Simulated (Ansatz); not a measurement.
Set up this calculation in Ansatz 0.2.0, as the native input.

- Task: band structure
- Functional: r2SCAN
- Potentials or basis: Ansatz PAW
- Cutoff: 500 eV (not typed: the program's choice for these potentials)
- k mesh: 8 × 8 × 7
- Occupations: fermi-dirac, width 0.05 eV
- Spin: no spin polarisation
- Path: [["G", "M", "K", "G", "A", "L", "H", "A"], ["L", "M"], ["K", "H"]]
- Points for each segment of the path: 14

PbS:

```
CELL_PARAMETERS angstrom
4.08970 0.00000 0.00000
-2.04485 3.54178 0.00000
0.00000 0.00000 3.78817
ATOMIC_POSITIONS crystal
Pb 0.00000 0.00000 0.00000
S 0.66667 0.33333 0.50000
```

Measurements of this composition are mostly on another form, of space group No. 225.

These files were run (other wordings do the same):

input.yaml

```yaml
crystal:
  lattice:
    - [4.0896976867, 0.0, 0.0]
    - [-2.0448488433, 3.5417820905, 0.0]
    - [0.0, 0.0, 3.788167]
  atoms:
    - { symbol: Pb, position: [0.0, 0.0, 0.0] }
    - { symbol: S, position: [0.6666666667, 0.3333333333, 0.5] }
hamiltonian:
  xc: r2scan
  pseudopotentials: { kind: paw }
kpoints:
  mp_grid: { grid: [8, 8, 7] }
  band_path:
    path:
      - [[0.0, 0.0, 0.0], [0.5, 0.0, 0.0], [0.3333333333, 0.3333333333, 0.0], [0.0, 0.0, 0.0], [0.0, 0.0, 0.5], [0.5, 0.0, 0.5], [0.3333333333, 0.3333333333, 0.5], [0.0, 0.0, 0.5]]
      - [[0.5, 0.0, 0.5], [0.5, 0.0, 0.0]]
      - [[0.3333333333, 0.3333333333, 0.0], [0.3333333333, 0.3333333333, 0.5]]
    npoints: 14
scf:
  occupations: { method: fermi_dirac, width: 0.05 }
  n_extra_bands: 6
output:
  forces: true
  stress: true
  eigenvalues: true
  fatbands: true
  write_density: true
  write_potential: true
  elf: true
  volumetric_format: npy
```

Potentials or basis: Ansatz PAW.

The run is started by

```bash
$ ansatz run input.yaml --threads 2 --pin off --max-ram 5632MiB --backend cpu --events-out ev --progress --plain --runs-dir out
```

It gave:

| Property | Result |
| --- | --- |
| Pressure | -0.9 GPa |
| Band gap along the path | none (metal or under the smearing width) |

Caveat: spin-orbit coupling is left out, which moves the levels of the heavy elements; the PAW data sets come from PBE, with cores solved anew for the run's functional, which leaves a small shift of forces and pressure.

It took 13 s on 2 threads of Arm Neoverse V1, on a shared host, peak memory 0.46 GiB.
